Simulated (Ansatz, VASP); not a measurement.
GaP2 in VASP and in Ansatz

Contents of INCAR:

```
PREC     = Accurate       # precision mode
ENCUT    = 520            # plane-wave cutoff, eV
EDIFF    = 1E-6           # SCF threshold, eV
ISMEAR   = 0              # smearing method
SIGMA    = 0.2            # smearing width, eV
LREAL    = False          # projectors in reciprocal space
LASPH    = True           # aspherical terms in the spheres
NELM     = 100            # most SCF steps
ALGO     = Normal         # electronic algorithm
ISIF     = 2              # what is computed and relaxed
LWAVE    = False          # write WAVECAR
LCHARG   = False          # write CHGCAR
GGA      = PE             # functional
NBANDS   = 32             # bands
```

Contents of KPOINTS:

```
regular mesh
0
Gamma
  6 4 4
```

The input POSCAR:

```
GaP2
1.0
    0.0000000000      3.3793450121      0.0000000000
    0.0000000000      0.0000000000      4.9096673139
    6.7586900243      0.0000000000      0.0000000000
Ga P
2 4
Direct
    0.0000000000      0.0000000000      0.5000000000
    0.0000000000      0.0000000000      1.0000000000
    0.5000000000      0.7122343932      0.2500000000
    0.5000000000      0.7122343932      0.7500000000
    0.5000000000      0.2877656068      0.2500000000
    0.5000000000      0.2877656068      0.7500000000
```

Input for Ansatz:

```yaml
crystal:
  lattice:
    - [0.0, 3.3793450121, 0.0]
    - [0.0, 0.0, 4.9096673139]
    - [6.7586900243, 0.0, 0.0]
  atoms:
    - { symbol: Ga, position: [0.0, 0.0, 0.5] }
    - { symbol: Ga, position: [0.0, 0.0, 1.0] }
    - { symbol: P, position: [0.5, 0.7122343932, 0.25] }
    - { symbol: P, position: [0.5, 0.7122343932, 0.75] }
    - { symbol: P, position: [0.5, 0.2877656068, 0.25] }
    - { symbol: P, position: [0.5, 0.2877656068, 0.75] }
basis:
  ecutwfc: 420
kpoints:
  mp_grid: { grid: [6, 4, 4] }
hamiltonian:
  xc: pbe
scf:
  occupations: { method: gaussian, width: 0.2 }
  lower_state_search: "off"
output:
  forces: true
  stress: true
  eigenvalues: true
```

Alike in both runs: task single point; functional PBE; k mesh 6 × 4 × 4; occupations gaussian, width 0.2 eV; no spin polarisation.

|  | VASP | Ansatz |
| --- | --- | --- |
| version | VASP 6.6.1 | Ansatz 0.2.0 |
| potentials or method | VASP PAW PBE potentials, release 64 (Ga_d, P) | scalar-relativistic, plane waves, PAW |
| plane-wave cutoff (eV) | 520 | 420 |
| valence electrons in the cell | 46 | 46 |

```tsv
	VASP	Ansatz	Ansatz less VASP
gap on the k mesh at the Fermi level (eV)	none	none	-
pressure (GPa)	0.1	0.2	+0.08
largest component of the traceless stress (GPa)	0.72	0.81	+0.087
rms of the force components (eV/Å)	0.144	0.117	-0.0271
```

Atom by atom the forces differ by 0.027 eV/Å (rms over components). A gap of «none» marks a metal or a gap that the smearing closes. The functional is the same, so the differences come from potentials, cutoffs and numerics.
